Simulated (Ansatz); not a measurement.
ZnS (Wurtzite-2H):

```
CELL_PARAMETERS angstrom
3.81100 0.00000 0.00000
-1.90550 3.30042 0.00000
0.00000 0.00000 6.23400
ATOMIC_POSITIONS crystal
Zn 0.66667 0.33333 0.50000
Zn 0.33333 0.66667 0.00000
S 0.66667 0.33333 0.88500
S 0.33333 0.66667 0.38500
```

Program: Ansatz 0.2.0. Alike in all runs: potentials or basis Ansatz PAW; no spin polarisation; cell as given; k mesh 8 × 8 × 5; smearing fermi-dirac 0.05 eV.

Order these runs on this cell by their pressure, lowest first.
A. level rPW86-PBE; cutoff (eV) 420; points for each segment of the path 14
B. level PBE; cutoff (eV) 500
C. level r2SCAN; cutoff (eV) 500; points for each segment of the path 14

C (0.1 GPa), B (2.3 GPa), A (5.0 GPa).

Caveats: the PAW data sets come from PBE, with cores solved anew for the run's functional, which leaves a small shift of forces and pressure (some runs).
